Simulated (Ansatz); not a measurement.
Crystal: CuO (Tenorite).

```
Cu O
1.0
     2.34185   -1.71130    0.00000
     2.34185    1.71130    0.00000
    -0.85003    0.00000    5.05787
Cu O
2 2
Direct
  0.50000 0.00000 0.50000
  0.00000 0.50000 0.00000
  0.41840 0.58160 0.75000
  0.58160 0.41840 0.25000
```

| Item | Value |
| --- | --- |
| Program | Ansatz 0.2.0 |
| Task | relaxation of cell and atoms |
| Functional | PBE |
| Dispersion | D3(BJ) |
| Potentials or basis | Ansatz PAW |
| Cutoff | 420 eV (not typed: the program's choice for these potentials) |
| k mesh | 10 × 10 × 5 |
| Occupations | fermi-dirac, width 0.05 eV |
| Spin | no spin polarisation |

At the start: volume 10.13 Å³/atom.

Question: Where does the relaxation end?

Answer: It ends after 22 steps and the volume is 10.90 Å³/atom (+7.5 %); space group P4_2/mmc (No. 131, to 0.05 Å).

The path:
```tsv
step	energy change (eV)	largest force (eV/Å)	volume (Å³)
1	0.0000	0.2638	40.54
2	-0.0163	0.2335	41.10
3	-0.0451	0.0570	41.81
4	-0.0498	0.0130	42.68
5	-0.0578	0.0008	42.48
6	-0.0577	0.0006	42.53
7	-0.0871	0.0011	42.53
8	-0.0991	0.0104	42.95
9	-0.1010	0.0366	43.49
10	-0.1026	0.0013	43.33
11	-0.1025	0.0003	43.34
12	-0.1139	0.0019	43.34
13	-0.1172	0.0017	43.50
14	-0.1174	0.0002	43.55
15	-0.1174	0.0004	43.54
16	-0.1174	0.0000	43.55
17	-0.1199	0.0005	43.55
18	-0.1204	0.0003	43.58
19	-0.1204	0.0000	43.59
20	-0.1209	0.0001	43.59
21	-0.1210	0.0005	43.59
22	-0.1210	0.0005	43.59
```

Final structure:
```cif
data_structure
_symmetry_space_group_name_H-M 'P 1'
_symmetry_Int_Tables_number 1
_cell_length_a 2.9118
_cell_length_b 2.9118
_cell_length_c 5.1415
_cell_angle_alpha 90.012
_cell_angle_beta 90.012
_cell_angle_gamma 89.653
_cell_volume 43.59
loop_
_atom_site_label
_atom_site_type_symbol
_atom_site_fract_x
_atom_site_fract_y
_atom_site_fract_z
_atom_site_occupancy
Cu1 Cu 0.50000 0.00000 0.50000 1
Cu2 Cu 0.00000 0.50000 0.00000 1
O1 O 0.49994 0.50006 0.75000 1
O2 O 0.50006 0.49994 0.25000 1
```

Caveat: the plane-wave basis is chosen anew once the cell has moved, so the energies of steps on either side of that aren't comparable; the pressure holds a Pulay correction of +0.7 GPa for the finite cutoff; the run has no spin polarisation, though such a crystal can be magnetic; pairwise dispersion overbinds metals, which lowers pressure and volume.
